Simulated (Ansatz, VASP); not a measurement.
## ZnO in VASP and in Ansatz

```
Zn O
1.0
     3.29473    0.00000    0.00000
    -1.64736    2.85332    0.00000
     0.00000    0.00000    5.31649
Zn O
2 2
Direct
  0.33333 0.66667 0.00151
  0.66667 0.33333 0.50151
  0.33333 0.66667 0.38059
  0.66667 0.33333 0.88059
```

Alike in both runs: functional PBE; dispersion D4; k mesh 8 × 8 × 6; occupations gaussian, width 0.05 eV; no spin polarisation.

Ansatz relaxed the structure, and its values are those at the end. VASP's run is a single point on that final structure, the one shown.

|  | VASP | Ansatz |
| --- | --- | --- |
| version | VASP 6.6.1 | Ansatz 0.2.0 |
| potentials or method | VASP PAW PBE potentials, release 64 (Zn, O) | scalar-relativistic, plane waves, PAW |
| plane-wave cutoff (eV) | 520 | 420 |
| valence electrons in the cell | 36 | 36 |

Ansatz gave:

| Item | Value |
| --- | --- |
| gap on the k mesh at the Fermi level (eV) | 0.72 |
| least direct gap on the mesh (eV) | 0.72 |
| pressure (GPa) | -4.8 |
| dispersion energy (meV/atom) | -226.6 |

**Question.** Estimate VASP's values.

**Answer.** gap on the k mesh at the Fermi level (eV): 0.71; least direct gap on the mesh (eV): 0.71; pressure (GPa): -3.9; dispersion energy (meV/atom): -226.5.

A hybrid or GW would open this gap; PBE tends to underestimate it.
